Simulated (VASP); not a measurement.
# HgTe: molecular dynamics with a thermostat

HgTe, I-4m2 (no. 119), 8 atoms in the cell. PBE, molecular dynamics; PAW potentials Hg, Te (PBE set).

Ensemble: Nose-Hoover chain; Target temperature (K): 1600.

## Input

INCAR:
```
ALGO = Normal ; EDIFF = 1E-6
ENCUT = 240 ; GGA = PE
IBRION = 0 ; ISIF = 2
ISMEAR = 0 ; ISYM = 0
KPAR = 2 ; LASPH = True
LCHARG = False ; LREAL = Auto
LWAVE = False ; MDALGO = 4
NELM = 60 ; NELMIN = 4
NHC_NCHAINS = 3 ; NHC_PERIOD = 30
NSW = 60 ; POTIM = 4.0
PREC = Normal ; RANDOM_SEED = 837711 0 0
SIGMA = 0.05 ; TEBEG = 1600
```

KPOINTS:
```
k-points
0
Monkhorst-Pack
  2 2 2
```

POSCAR:
```
HgTe
1.0
    6.0912060000      0.0000000000      0.0000000000
    0.0000000000      6.0912060000      0.0000000000
    0.0000000000      0.0000000000      6.2376400000
Hg Te
4 4
Direct
    0.0000000000      0.5000000000      0.3750000000
    0.0000000000      0.5000000000      0.8750000000
    0.5000000000      0.0000000000      0.1250000000
    0.5000000000      0.0000000000      0.6250000000
    0.0000000000      0.0000000000      0.0000000000
    0.0000000000      0.0000000000      0.5000000000
    0.5000000000      0.5000000000      0.2500000000
    0.5000000000      0.5000000000      0.7500000000
```

Commands:
```
cat potpaw_PBE.64/Hg/POTCAR potpaw_PBE.64/Te/POTCAR > POTCAR
mpirun -np 2 vasp_std > vasp.out
```

## Result

- Mean temperature (K): 1374
- Rise of the mean potential energy above the start (meV/atom): 72.6
- Electronic steps per ionic step after the first: 4.0

Course of the run:

| Time (fs) | Temperature (K) | Potential energy less the first (meV/atom) |
|---|---|---|
| 4 | 1600 | 0.0 |
| 24 | 1544 | 6.4 |
| 40 | 1416 | 21.1 |
| 60 | 1169 | 50.3 |
| 76 | 957 | 76.4 |
| 96 | 867 | 91.3 |
| 112 | 1011 | 81.5 |
| 132 | 1282 | 64.7 |
| 148 | 1459 | 61.0 |
| 168 | 1631 | 67.3 |
| 184 | 1738 | 77.8 |
| 204 | 1773 | 101.2 |
| 220 | 1598 | 138.9 |
| 240 | 1197 | 199.9 |

REPORT:
```
MDALGO =   4
           NHC_NCHAINS =   3
            NHC_PERIOD =    30
            NHC_NRESPA =    1
                NHC_NS =  1
               SCALING =       0
                 CNEXP =     9.000   14.000
           RANDOM_SEED =            837711                0                0

   original number of atomic DOF:         21
   number of independent constraints:      0
   number of active DOF:                  21

========================================
         MD step No.       1
========================================

  Atomic velocities initialized by STEP_tb

  >Nose-Hoover_chains
                       xs       vs(fs^-1)
   nhc_s>  -0.38433272E-12  -0.38429269E-12
   nhc_s>  -0.13889371E-03  -0.13889853E-03
   nhc_s>  -0.13888889E-03  -0.13886960E-03

  >Energies
                    E_tot             E_pot             E_kin               EPS                ES
   e_b>   -0.11279793E+02   -0.12727514E+02    0.14477208E+01    0.38296832E-04   -0.38300158E-04

  >Temperature
               T_sim     T_inst
   tmprt>   1600.000   1600.000

           RANDOM_SEED =            837711               48                0

[... steps left out ...]

========================================
         MD step No.      60
========================================

  >Nose-Hoover_chains
                       xs       vs(fs^-1)
   nhc_s>  -0.46992180E+00  -0.22726132E-02
   nhc_s>  -0.24873295E+00   0.13356370E-01
   nhc_s>  -0.13092860E+01  -0.76892711E-02

  >Energies
                    E_tot             E_pot             E_kin               EPS                ES
   e_b>   -0.11277228E+02   -0.11128365E+02    0.10831252E+01    0.34345996E+00   -0.15754479E+01

  >Temperature
               T_sim     T_inst
   tmprt>   1600.000   1197.054

           RANDOM_SEED =            837711               48                0
```

OSZICAR:
```
N       E                     dE             d eps       ncg     rms          rms(c)
DAV:   1     0.299786671752E+03    0.29979E+03   -0.20772E+04   352   0.787E+02
DAV:   2     0.105266792619E+01   -0.29873E+03   -0.29291E+03   391   0.234E+02
DAV:   3    -0.129558491980E+02   -0.14009E+02   -0.13865E+02   408   0.499E+01
DAV:   4    -0.131424686745E+02   -0.18662E+00   -0.18611E+00   397   0.537E+00
DAV:   5    -0.131441398418E+02   -0.16712E-02   -0.16710E-02   384   0.504E-01    0.147E+01
DAV:   6    -0.127640070536E+02    0.38013E+00   -0.90110E-01   383   0.701E+00    0.985E+00
DAV:   7    -0.127348804938E+02    0.29127E-01   -0.38942E-01   373   0.279E+00    0.193E+00
DAV:   8    -0.127272695619E+02    0.76109E-02   -0.75088E-02   356   0.187E+00    0.614E-01
DAV:   9    -0.127275443915E+02   -0.27483E-03   -0.70385E-03   368   0.494E-01    0.252E-01
DAV:  10    -0.127275138830E+02    0.30508E-04   -0.58812E-04   394   0.180E-01    0.978E-02
DAV:  11    -0.127275105139E+02    0.33690E-05   -0.38555E-05   368   0.295E-02    0.505E-02
DAV:  12    -0.127275181176E+02   -0.76037E-05   -0.31992E-05   362   0.235E-02    0.430E-02
[... left out ...]
     58 T=  1343. E= -.11266614E+02 F= -.11303792E+02 E0= -.11303792E+02  EK= 0.12265E+01 SP= -.15E+01 SK= 0.34E+00
     59 T=  1261. E= -.11267067E+02 F= -.11207284E+02 E0= -.11207284E+02  EK= 0.11517E+01 SP= -.16E+01 SK= 0.34E+00
[... last step whole ...]
       N       E                     dE             d eps       ncg     rms          rms(c)
DAV:   1    -0.111282720390E+02    0.79012E-01   -0.18707E-02   432   0.131E+00    0.469E-02
DAV:   2    -0.111283656363E+02   -0.93597E-04   -0.97699E-04   350   0.163E-01    0.294E-02
DAV:   3    -0.111283652229E+02    0.41342E-06   -0.67395E-06   408   0.212E-02    0.195E-02
DAV:   4    -0.111283649440E+02    0.27894E-06   -0.70929E-07   196   0.623E-03
     60 T=  1197. E= -.11267394E+02 F= -.11128365E+02 E0= -.11128365E+02  EK= 0.10930E+01 SP= -.16E+01 SK= 0.34E+00
```

Limits: 240 fs of 8 atoms are too short for converged averages.

VASP 6.6.1 took 267 s on 2 cores (Intel Xeon Platinum 8175M @ 2.50GHz (Skylake/Cascade Lake)), a shared host.
